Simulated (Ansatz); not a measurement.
# O on Al(110): change of the work function, part 2 of 2

How does O on the longbridge site change the work function of Al(110) as the layer fills?

Ansatz 0.2.0; plane-wave DFT, PBE, Ansatz PAW.

So far, work function, upper face (eV): step 2 (the clean slab) 3.99; step 3 (46 atoms, coverage 0.111 ML, cell 3x3) 3.98; step 4 (21 atoms, coverage 0.25 ML, cell 2x2) 3.93.

### Step 5. The covered slab, k-mesh 4×5×1, coverage 0.5 ML

System of this step: Al10O (O/Al(110)). The cell holds 22 atoms: 20 Al and 2 O. Its edges and angles: a = 8.100 Å, b = 5.728 Å, c = 24.135 Å, α = 90.0°, β = 90.0°, γ = 90.0°. Vacuum lies along c.

Contents of input.yaml:

```yaml
crystal:
  lattice:
    - [8.1, 0.0, 0.0]
    - [0.0, 5.7275649276, 0.0]
    - [0.0, 0.0, 24.1345817776]
  atoms:
    - { symbol: Al, position: [0.0, 0.0, 0.3729088858] }
    - { symbol: Al, position: [0.25, 0.25, 0.4322383262] }
    - { symbol: Al, position: [0.0, 0.0, 0.4903550414] }
    - { symbol: Al, position: [0.25, 0.25, 0.5515131667] }
    - { symbol: Al, position: [0.0, 0.0, 0.6063739539] }
    - { symbol: Al, position: [0.0, 0.5, 0.3729088858] }
    - { symbol: Al, position: [0.25, 0.75, 0.4322383262] }
    - { symbol: Al, position: [0.0, 0.5, 0.4903550414] }
    - { symbol: Al, position: [0.25, 0.75, 0.5515131667] }
    - { symbol: Al, position: [0.0, 0.5, 0.6063739539] }
    - { symbol: Al, position: [0.5, 0.0, 0.3729088858] }
    - { symbol: Al, position: [0.75, 0.25, 0.4322383262] }
    - { symbol: Al, position: [0.5, 0.0, 0.4903550414] }
    - { symbol: Al, position: [0.75, 0.25, 0.5515131667] }
    - { symbol: Al, position: [0.5, 0.0, 0.6063739539] }
    - { symbol: Al, position: [0.5, 0.5, 0.3729088858] }
    - { symbol: Al, position: [0.75, 0.75, 0.4322383262] }
    - { symbol: Al, position: [0.5, 0.5, 0.4903550414] }
    - { symbol: Al, position: [0.75, 0.75, 0.5515131667] }
    - { symbol: Al, position: [0.5, 0.5, 0.6063739539] }
    - { symbol: O, position: [0.25, 0.0, 0.6270911142] }
    - { symbol: O, position: [0.75, 0.5, 0.6270911142] }
kpoints:
  mp_grid: { grid: [4, 5, 1] }
hamiltonian:
  xc: pbe
scf:
  occupations: { method: fermi_dirac, width: 0.1 }
  convergence: { dr2_threshold: 1.0e-08 }
efield:
  axis: 3
  dipole_correction: true
  ramp_position: 0.97
  ramp_width: 0.06
relax:
  f_tol: 0.02
  max_steps: 60
  constraints: [{ sites: [0, 1, 5, 6, 10, 11, 15, 16] }]
output:
  bader: true
  dos: { projected: true, e_range: [-8, 4] }
  write_potential: true
  write_density: true
  volumetric_format: npy
```

Command:

```
> ansatz run input.yaml --threads 4 --pin off --max-ram 6144MiB --backend cpu --events-out ev --progress --plain --runs-dir out
```

Elapsed: 5.7 min, on 4 threads of Arm Neoverse N1, shared host; peak memory 1.8 GiB.

Step by step:

```csv
step,energy less that of the first step (eV),largest force component (eV/Å)
1,0.0000,2.1307
2,-0.9571,1.5308
3,-1.5094,0.5687
4,-1.7347,0.3330
5,-1.7992,0.1679
6,-1.8202,0.0769
7,-1.8219,0.0113
```

The run keeps the 8 symmetry operations that it works with, so distortions that break them were not tested.

The atoms that moved most (Å):

```csv
atom,dx,dy,dz,length
O21,0.000,0.000,-0.679,0.679
O22,0.000,0.000,-0.679,0.679
Al20,0.072,0.000,0.144,0.161
Al5,0.072,0.000,0.144,0.161
Al10,-0.072,0.000,0.144,0.161
Al15,-0.072,0.000,0.144,0.161
Al19,0.000,0.095,-0.056,0.110
Al9,0.000,-0.095,-0.056,0.110
```

Final coordinates:

```
Al O
1.0
     8.10000    0.00000    0.00000
     0.00000    5.72756    0.00000
     0.00000    0.00000   24.13458
Al O
20 2
Direct
  0.00000 0.00000 0.37291
  0.25000 0.25000 0.43224
  0.99988 0.00000 0.48954
  0.25000 0.26662 0.54920
  0.00890 0.00000 0.61234
  0.00000 0.50000 0.37291
  0.25000 0.75000 0.43224
  0.00012 0.50000 0.48954
  0.25000 0.73338 0.54920
  0.99110 0.50000 0.61234
  0.50000 0.00000 0.37291
  0.75000 0.25000 0.43224
  0.50012 0.00000 0.48954
  0.75000 0.23338 0.54920
  0.49110 0.00000 0.61234
  0.50000 0.50000 0.37291
  0.75000 0.75000 0.43224
  0.49988 0.50000 0.48954
  0.75000 0.76662 0.54920
  0.50890 0.50000 0.61234
  0.25000 0.00000 0.59894
  0.75000 0.50000 0.59894
```

The relaxation took 7 steps and lowered the energy by 1.8 eV; the largest force on the free atoms ends at 0.011 eV/Å.

The covered face has 3.82 eV, -0.17 eV against the clean one; the bare back face has moved by -0.06 eV, a measure of how thin the slab is. The added atoms end 0.3 Å under the highest substrate atom on average, so this is no overlayer any more.

### Step 6. Adsorbate added, k-mesh 8×10×1, coverage 1 ML

System of this step: Al5O (O/Al(110)). The cell holds 6 atoms: 5 Al and 1 O. Cell: a = 4.050 Å, b = 2.864 Å, c = 24.135 Å, α = 90.0°, β = 90.0°, γ = 90.0°. Vacuum lies along c.

input.yaml, the sections that differ from step 5:

```yaml
crystal:
  lattice:
    - [4.05, 0.0, 0.0]
    - [0.0, 2.8637824638, 0.0]
    - [0.0, 0.0, 24.1345817776]
  atoms:
    - { symbol: Al, position: [0.0, 0.0, 0.3729088858] }
    - { symbol: Al, position: [0.5, 0.5, 0.4322383262] }
    - { symbol: Al, position: [0.0, 0.0, 0.4903550414] }
    - { symbol: Al, position: [0.5, 0.5, 0.5515131667] }
    - { symbol: Al, position: [0.0, 0.0, 0.6063739539] }
    - { symbol: O, position: [0.5, 0.0, 0.6270911142] }
kpoints:
  mp_grid: { grid: [8, 10, 1] }
relax:
  f_tol: 0.02
  max_steps: 60
  constraints: [{ sites: [0, 1] }]
output:
  bader: true
  write_potential: true
  write_density: true
  volumetric_format: npy
# hamiltonian, scf, efield: as in step 5
```

Run time: 77 s. Hardware: 4 threads; peak memory 0.52 GiB; 4.3 min of CPU time.

The steps of the relaxation:

```csv
step,energy less that of the first step (eV),largest force component (eV/Å)
1,0.0000,2.4447
2,-0.4848,2.0804
3,-0.9185,0.9773
4,-1.0755,0.6418
5,-1.1530,0.0798
6,-1.1602,0.0725
7,-1.1609,0.0119
```

Forces are held to the 4 operations that the run works with; a distortion that breaks them can't arise in this run.

The atoms that moved most (Å):

| atom | dx | dy | dz | length |
| --- | --- | --- | --- | --- |
| O6 | 0.000 | 0.000 | -0.717 | 0.717 |
| Al5 | 0.000 | 0.000 | 0.274 | 0.274 |
| Al4 | 0.000 | 0.000 | -0.100 | 0.100 |
| Al3 | 0.000 | 0.000 | -0.036 | 0.036 |

The relaxed structure:

```xyz
6
Lattice="4.0500 0.0000 0.0000 0.0000 2.8638 0.0000 0.0000 0.0000 24.1346" Properties=species:S:1:pos:R:3
Al    0.0000    0.0000    9.0000
Al    2.0250    1.4319   10.4319
Al    0.0000    0.0000   11.7987
Al    2.0250    1.4319   13.2107
Al    0.0000    0.0000   14.9090
O     2.0250    0.0000   14.4179
```

Running mean over 1.432 Å of the planar mean; the ramp of the sawtooth is left out. Table of electron's electrostatic potential energy less the Fermi level by z:

z (Å), electron's electrostatic potential energy less the Fermi level (eV) and a bar from the least value:
```
      3.0       3.89 ##############################
      3.5       3.89 ##############################
      4.0       3.89 ##############################
      4.5       3.89 ##############################
      5.0       3.89 ##############################
      5.5       3.88 ##############################
      6.0       3.86 ##############################
      6.5       3.78 ##############################
      7.0       3.52 #############################
      7.5       2.65 ###########################
      8.0       0.65 #####################
      8.5      -1.68 ###############
      9.0      -3.66 #########
      9.5      -4.51 #######
     10.0      -4.72 ######
     10.5      -4.91 ######
     11.0      -5.00 #####
     11.5      -4.99 #####
     12.0      -4.89 ######
     12.5      -4.89 ######
     13.0      -4.89 ######
     13.5      -5.28 #####
     14.0      -6.72 #
     14.5      -6.95 
     15.0      -5.26 #####
     15.5      -1.75 ##############
     16.0       0.95 ######################
     16.5       2.76 ###########################
     17.0       3.47 #############################
     17.5       3.69 #############################
     18.0       3.75 ##############################
     18.5       3.77 ##############################
     19.0       3.78 ##############################
     19.5       3.78 ##############################
     20.0       3.78 ##############################
     20.5       3.78 ##############################
     21.0       3.78 ##############################
```

The relaxation took 7 steps and lowered the energy by 1.2 eV; the largest force on the free atoms ends at 0.012 eV/Å.

The covered face has 3.78 eV, -0.21 eV against the clean one; the bare back face has moved by -0.10 eV, a measure of how thin the slab is. The added atoms end 0.5 Å under the highest substrate atom on average, so this is no overlayer any more.

### Step 7. Work function against coverage

This step: plane-wave DFT, PBE, Ansatz PAW; work function against coverage (Ansatz 0.2.0).

The runs are now put side by side.

Numbers from this step:

* work function of the clean face: 3.995 eV
* largest change of the work function: -0.2125 eV

The work function of the covered face by coverage:

| coverage (adsorbates/nm²) | work function of the covered face (eV) |
| --- | --- |
| 0.00 | 3.99 |
| 0.96 | 3.98 |
| 2.16 | 3.93 |
| 4.31 | 3.82 |
| 8.62 | 3.78 |

The dipole per adsorbate comes from the change of the cell's dipole. Coverage, by row:

```
coverage (1/nm²)  coverage (ML)  work function (eV)  change (eV)  dipole per adsorbate, positive end outwards (debye)  mean height of the added atoms over the highest substrate atom (Å)
           0.958         0.1111               3.976     -0.01859                                                0.065                                                             -0.2939
           2.155           0.25               3.934     -0.06106                                                0.075                                                             -0.2236
           4.311            0.5               3.825      -0.1704                                                0.065                                                             -0.3235
           8.622              1               3.782      -0.2125                                                0.035                                                             -0.4911
```

### Step 8. The slab at 0.25 ML, atoms frozen

This step: plane-wave DFT, PBE, Ansatz PAW (Ansatz 0.2.0).

System of this step: Al20O (O/Al(110)). The cell holds 21 atoms: 20 Al and 1 O. Cell: a = 8.100 Å, b = 5.728 Å, c = 24.135 Å, α = 90.0°, β = 90.0°, γ = 90.0°. Vacuum lies along c.

To see where the charge goes, the covered slab, the bare substrate and the adsorbate layer are each run at the same frozen positions and on the same grid.

Contents of input.yaml:

```yaml
crystal:
  lattice:
    - [8.1, 0.0, 0.0]
    - [0.0, 5.7275649276, 0.0]
    - [0.0, 0.0, 24.1345817776]
  atoms:
    - { symbol: Al, position: [0.0, 0.0, 0.3729088858] }
    - { symbol: Al, position: [0.25, 0.25, 0.4322383262] }
    - { symbol: Al, position: [-0.0008285235, 0.0, 0.4896953203] }
    - { symbol: Al, position: [0.25, 0.2638109002, 0.5494801457] }
    - { symbol: Al, position: [0.0029418984, 0.0, 0.6090538116] }
    - { symbol: Al, position: [0.0, 0.5, 0.3729088858] }
    - { symbol: Al, position: [0.25, 0.75, 0.4322383262] }
    - { symbol: Al, position: [-0.001481093, 0.5, 0.4901534397] }
    - { symbol: Al, position: [0.25, 0.7361890998, 0.5494801457] }
    - { symbol: Al, position: [-0.009548351, 0.5, 0.6054816332] }
    - { symbol: Al, position: [0.5, 0.0, 0.3729088858] }
    - { symbol: Al, position: [0.75, 0.25, 0.4322383262] }
    - { symbol: Al, position: [0.5008285235, 0.0, 0.4896953203] }
    - { symbol: Al, position: [0.75, 0.2470935822, 0.5501246547] }
    - { symbol: Al, position: [0.4970581016, 0.0, 0.6090538116] }
    - { symbol: Al, position: [0.5, 0.5, 0.3729088858] }
    - { symbol: Al, position: [0.75, 0.75, 0.4322383262] }
    - { symbol: Al, position: [0.501481093, 0.5, 0.4901534397] }
    - { symbol: Al, position: [0.75, 0.7529064178, 0.5501246547] }
    - { symbol: Al, position: [0.509548351, 0.5, 0.6054816332] }
    - { symbol: O, position: [0.25, 0.0, 0.599790821] }
kpoints:
  mp_grid: { grid: [4, 5, 1] }
hamiltonian:
  xc: pbe
scf:
  occupations: { method: fermi_dirac, width: 0.1 }
  convergence: { dr2_threshold: 1.0e-08 }
efield:
  axis: 3
  dipole_correction: true
  ramp_position: 0.97
  ramp_width: 0.06
output:
  write_potential: true
  write_density: true
  volumetric_format: npy
```

The job ended after 48 s (4 threads; peak memory 1.7 GiB; 2.6 min of CPU time).

This step gave:

| Quantity | Value |
| --- | --- |
| energy at zero smearing | -11312.7897 eV |
| work function, upper face | 3.934 eV |
| work function, lower face | 3.992 eV |
| dipole along the normal | 0.01491 e·Å |
| step between the vacuum levels | -0.05814 eV |

The work function of the upper face is 3.93 eV.

### Step 9. The substrate of the 0.25 ML cell alone

System of this step: O/Al(110), substrate alone, atoms held. The cell holds 20 atoms: 20 Al. Cell: a = 8.100 Å, b = 5.728 Å, c = 24.135 Å, α = 90.0°, β = 90.0°, γ = 90.0°. Vacuum lies along c.

The second part, atoms unmoved.

input.yaml: that of step 8 with these lines changed.

```diff
@@ -26,3 +26,2 @@
     - { symbol: Al, position: [0.509548351, 0.5, 0.6054816332] }
-    - { symbol: O, position: [0.25, 0.0, 0.599790821] }
 kpoints:
```

Run time: 39 s. Hardware: 4 threads; peak memory 1.6 GiB; 2.2 min of CPU time.

Numbers from this step:

- energy at zero smearing: -10744.2852 eV
- work function, upper face: 3.993 eV
- dipole along the normal: -6.49e-4 e·Å

The work function of the upper face is 3.99 eV.

### Step 10. The adsorbate layer of the 0.25 ML cell alone

System of this step: O/Al(110), adsorbate layer alone, atoms held. The cell holds 1 atom: 1 O. Cell: a = 8.100 Å, b = 5.728 Å, c = 24.135 Å, α = 90.0°, β = 90.0°, γ = 90.0°. Vacuum lies along c.

The third part; a free layer of atoms may carry a moment, so spin is on.

input.yaml, the sections that differ from step 9:

```yaml
crystal:
  lattice:
    - [8.1, 0.0, 0.0]
    - [0.0, 5.7275649276, 0.0]
    - [0.0, 0.0, 24.1345817776]
  atoms:
    - { symbol: O, position: [0.25, 0.0, 0.599790821], spin: 1.0 }
magnetization:
  spin_polarized: true
# kpoints, hamiltonian, scf, efield, output: as in step 9
```

Run time: 31 s. Hardware: 4 threads; peak memory 1 GiB.

This step gave:

| Item | Value |
| --- | --- |
| energy at zero smearing | -561.8396 eV |
| total moment | 2.000 μB |
| site moments | 1.999 μB |
| dipole along the normal | 1.99e-6 e·Å |

Site moment by atom:

| atom | site moment (μB) |
| --- | --- |
| O1 | 2.00 |

The free layer carries a moment of 2.0 μB a cell.

### Step 11. Density difference at 0.25 ML

This step: plane-wave DFT, PBE, Ansatz PAW; density difference on adsorption (Ansatz 0.2.0).

The densities of the parts are taken from that of the whole and averaged over planes; the first moment of what is left gives the step in the potential.

This step gave:

| Quantity | Value |
| --- | --- |
| largest charge moved | -0.001390 e/Å² |
| potential step from the moved charge | -0.06053 eV |

Planar mean, whole system less its parts. The electron density difference by z:

```csv
z (Å),electron density difference (e/Å³)
4.0,-1.5e-7
4.5,-7.7e-7
5.0,-2.2e-6
5.5,-5.8e-6
6.0,-1.5e-5
6.5,-3.2e-5
7.0,-5.7e-5
7.5,-5.7e-5
8.0,3.8e-5
8.5,1.2e-4
9.0,-2.2e-5
9.5,-1.7e-4
10.0,-4.9e-5
10.5,3.1e-4
11.0,-1.4e-4
11.5,-5.2e-4
12.0,7.2e-4
12.5,0.00207
13.0,-8.6e-4
13.5,-0.00263
14.0,0.00251
14.5,-0.00530
15.0,0.00395
15.5,-5.7e-4
16.0,-7.3e-4
16.5,-2.2e-4
17.0,-3.8e-5
17.5,-4.1e-7
18.0,3.8e-6
18.5,2.2e-6
19.0,1.1e-6
19.5,6.2e-7
```

The electrons moved below z oscillates, so the rows of the table below give means over windows of 1 Å about each position, cut where the curve ends. Its maxima inside the range that stand out by 2 % of the span (Å: e/Å²): 8.9: -3.8e-6, 10.9: 4.1e-5, 12.8: 0.00111, 14.2: 2.9e-4, 15.3: 7.4e-4. Its minima: 7.7: -8.4e-5, 10.0: -1.3e-4, 11.8: -2.8e-4, 13.7: -5.9e-4, 14.6: -0.00139.

Planar mean, whole system less its parts. Table of electrons moved below z by z; means over each step:

| z (Å) | electrons moved below z (e/Å²) |
| --- | --- |
| 3 | -2.0e-8 |
| 4 | -1.5e-7 |
| 5 | -1.4e-6 |
| 6 | -1.0e-5 |
| 7 | -4.7e-5 |
| 8 | -6.8e-5 |
| 9 | -2.3e-5 |
| 10 | -1.0e-4 |
| 11 | -4.1e-5 |
| 12 | 4.0e-6 |
| 13 | 6.8e-4 |
| 14 | -3.1e-4 |
| 15 | -1.7e-5 |
| 16 | 2.7e-4 |
| 17 | 6.1e-6 |
| 18 | -2.8e-6 |
| 19 | -6.2e-7 |
| 20 | -8.1e-8 |

### Step 12. A changed input

This step: plane-wave DFT, PBE, Ansatz PAW (Ansatz 0.2.0).

System of this step: Al5O (O/Al(110)). The cell holds 6 atoms: 5 Al and 1 O. Its edges and angles: a = 4.050 Å, b = 2.864 Å, c = 24.135 Å, α = 90.0°, β = 90.0°, γ = 90.0°. Vacuum lies along c.

An input spoilt on purpose, to show how the run answers: it repeats the earlier run at 1 ML with efield.axis from 3 to 1, and scf.max_iter set to 100.

Contents of input.yaml:

```yaml
crystal:
  lattice:
    - [4.05, 0.0, 0.0]
    - [0.0, 2.8637824638, 0.0]
    - [0.0, 0.0, 24.1345817776]
  atoms:
    - { symbol: Al, position: [0.0, 0.0, 0.3729088858] }
    - { symbol: Al, position: [0.5, 0.5, 0.4322383262] }
    - { symbol: Al, position: [0.0, 0.0, 0.4903550414] }
    - { symbol: Al, position: [0.5, 0.5, 0.5515131667] }
    - { symbol: Al, position: [0.0, 0.0, 0.6063739539] }
    - { symbol: O, position: [0.5, 0.0, 0.6270911142] }
kpoints:
  mp_grid: { grid: [8, 10, 1] }
hamiltonian:
  xc: pbe
scf:
  occupations: { method: fermi_dirac, width: 0.1 }
  convergence: { dr2_threshold: 1.0e-08 }
  max_iter: 100
efield:
  axis: 1
  dipole_correction: true
  ramp_position: 0.97
  ramp_width: 0.06
relax:
  f_tol: 0.02
  max_steps: 60
  constraints: [{ sites: [0, 1] }]
output:
  bader: true
  write_potential: true
  write_density: true
  volumetric_format: npy
```

Wall time 0.41 s (4 threads); peak memory 0.28 GiB.

The program refused the input before any cycle.

The program's message: “Error: efield: ion 0 (Al) at fractional coordinate 0.0000 along the field axis lies inside the sawtooth ramp with 2 of the planes that the density is read on at each end, [0.9033, 0.0967] — the ramp m …”

The fault put into the input: the field along an axis without vacuum.

### Step 13. A changed input

System of this step: Al(110). The cell holds 5 atoms: 5 Al. Its edges and angles: a = 4.050 Å, b = 2.864 Å, c = 23.728 Å, α = 90.0°, β = 90.0°, γ = 90.0°. Vacuum lies along c.

Another changed input: it repeats the earlier run at 0 ML with scf.occupations.width from 0.1 removed and scf.occupations.method from fermi_dirac to tetrahedron.

Contents of input.yaml:

```yaml
crystal:
  lattice:
    - [4.05, 0.0, 0.0]
    - [0.0, 2.8637824638, 0.0]
    - [0.0, 0.0, 23.7275649276]
  atoms:
    - { symbol: Al, position: [0.0, 0.0, 0.3793056737] }
    - { symbol: Al, position: [0.5, 0.5, 0.4396528368] }
    - { symbol: Al, position: [0.0, 0.0, 0.5] }
    - { symbol: Al, position: [0.5, 0.5, 0.5603471632] }
    - { symbol: Al, position: [0.0, 0.0, 0.6206943263] }
kpoints:
  mp_grid: { grid: [8, 10, 1] }
hamiltonian:
  xc: pbe
scf:
  occupations: { method: tetrahedron }
  convergence: { dr2_threshold: 1.0e-08 }
efield:
  axis: 3
  dipole_correction: true
  ramp_position: 0.97
  ramp_width: 0.06
relax:
  f_tol: 0.02
  max_steps: 60
  constraints: [{ sites: [0, 1] }]
output:
  write_potential: true
  write_density: true
  volumetric_format: npy
```

Run time: 18 s. Hardware: 4 threads; peak memory 0.48 GiB; 51 s of CPU time.

Step by step:

```csv
step,energy less that of the first step (eV),largest force component (eV/Å)
1,0.0000,0.2402
2,-0.0102,0.0864
3,-0.0130,0.0090
```

Forces are held to the 4 operations that the run works with; a distortion that breaks them can't arise in this run.

The atoms that moved most (Å):

```csv
atom,dx,dy,dz,length
Al5,0.000,0.000,-0.103,0.103
Al3,0.000,0.000,-0.032,0.032
```

The relaxed structure:

```cif
data_structure
_symmetry_space_group_name_H-M 'P 1'
_symmetry_Int_Tables_number 1
_cell_length_a 4.0500
_cell_length_b 2.8638
_cell_length_c 23.7276
_cell_angle_alpha 90.000
_cell_angle_beta 90.000
_cell_angle_gamma 90.000
_cell_volume 275.20
loop_
_atom_site_label
_atom_site_type_symbol
_atom_site_fract_x
_atom_site_fract_y
_atom_site_fract_z
_atom_site_occupancy
Al1 Al 0.00000 0.00000 0.37931 1
Al2 Al 0.50000 0.50000 0.43965 1
Al3 Al 0.00000 0.00000 0.49867 1
Al4 Al 0.50000 0.50000 0.56053 1
Al5 Al 0.00000 0.00000 0.61635 1
```

Numbers from this step:

```
work function, upper face : 3.932 eV
dipole along the normal   : -2.32e-4 e·Å
```

```
                      quantity  this run  earlier run  difference
work function, upper face (eV)     3.932        3.995      -0.063
 dipole along the normal (e·Å)  -2.32e-4     -1.76e-4     -5.6e-5
```

What moves beyond 0.01 in its unit (for the dipole 0.5 % and 5e-5 e·Å): work function, upper face (-0.0632 eV) and dipole along the normal (-5.62e-05 e·Å).

### Step 14. Outcome

* work function of the clean face: 3.99 eV
* work function at 0.11 ML: 3.98 eV
* work function at 0.25 ML: 3.93 eV
* work function at 0.5 ML: 3.82 eV
* work function at 1 ML: 3.78 eV
* dipole per adsorbate at 0.11 ML, positive end outwards: 0.07 D
* step of the potential from the moved charge at 0.25 ML, upper less lower side, atoms held: -0.0605 eV

In words: At the lowest coverage O changes the work function of Al(110) by under 0.15 eV, within the error of so thin a slab; the largest change, -0.21 eV, comes at higher coverage. At some coverage the adsorbate ends level with or under the highest substrate atom. The slab has 5 layers, at the tabulated experimental lattice constant, one starting site was run, and quantum-size effects of a slab this thin can reach one or two tenths of an eV.

[Logs are printed without paths, hosts, clocks, repeated set-up lines and the standing remarks that a program may print on its own settings, such as how far it seeks lower states.]

[Hosts, paths, dates, database ids (printed as entryN), source tags and the programs' standing remarks are cut or masked in the printed files.]

[Maps of the electrostatic potential energy from Ansatz leave out the sawtooth potential of an applied field or a dipole correction, so their vacuum need not be flat; planar profiles and work functions include it.]
